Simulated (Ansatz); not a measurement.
Input and command of a plane-wave DFT calculation in Ansatz:

```yaml
crystal:
  lattice:
    - [0.0, 2.124525, 2.124525]
    - [2.124525, 0.0, 2.124525]
    - [2.124525, 2.124525, 0.0]
  atoms:
    - { symbol: Ta, position: [0.5, 0.5, 0.5] }
    - { symbol: "N", position: [0.0, 0.0, 0.0] }
basis:
  ecutwfc: 420
kpoints:
  mp_grid: { grid: [18, 18, 18] }
hamiltonian:
  xc: pbe
scf:
  occupations: { method: gaussian, width: 0.15 }
output:
  forces: true
  stress: true
  eigenvalues: true
```

```bash
ansatz run input.yaml --threads 1 --pin off --max-ram 2560MiB --backend cpu --events-out ev --progress --plain --runs-dir out
```

Processor: Intel(R) Xeon(R) Platinum 8488C (Sapphire Rapids), 1 thread, on a host shared with other jobs.

**Question.** How long does it run, and how much memory does it take?

**Answer.** About 3.9 s on 1 thread of Intel(R) Xeon(R) Platinum 8488C (Sapphire Rapids), on a shared host, peak memory 0.39 GiB. It solves 13 bands at 195 k points (the mesh reduced by the symmetry that the task leaves, which can be less than the crystal's) with about 339 plane waves, in 6 SCF iterations.
